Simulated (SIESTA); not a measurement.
Crystal: CuAu.

```
CELL_PARAMETERS angstrom
1.44306 0.83315 4.25617
-1.44306 0.83315 4.25617
0.00000 -1.66630 4.25617
ATOMIC_POSITIONS crystal
Au 0.00000 0.00000 0.00000
Cu 0.50000 0.50000 0.50000
```

The cell comes from a database or a generator and needn't be the stable form of this composition.

Base run:

| Quantity | Value |
| --- | --- |
| Program | SIESTA 5.4.2 |
| Functional | PBEsol |
| Potentials or basis | PseudoDojo 0.4 standard (PBEsol files) |
| Basis | DZP (energy shift 0.003 Ry; two zetas on semicore shells) |
| Grid cutoff | 800 Ry |
| Energy shift | 0.003 Ry |
| k mesh | 11 × 11 × 11 |
| Occupations | fermi-dirac, width 0.05 eV |
| Spin | no spin polarisation |

Its results: band gap on the k mesh none (metal or under the smearing width); pressure -7.8 GPa.

Q: The run is repeated on the same cell with these changes: functional from PBEsol to LDA; potentials or basis from PseudoDojo 0.4 standard (PBEsol files) to PseudoDojo 0.4 standard (LDA files). What comes out?

A: Band gap on the k mesh none (metal or under the smearing width); pressure -12.6 GPa.

Caveats: short orbitals over semicore shells can move pressures by several GPa; the basis of atomic orbitals isn't converged, which shifts pressures, moduli and gaps; spin-orbit coupling is left out, which moves the levels of the heavy elements (some runs).
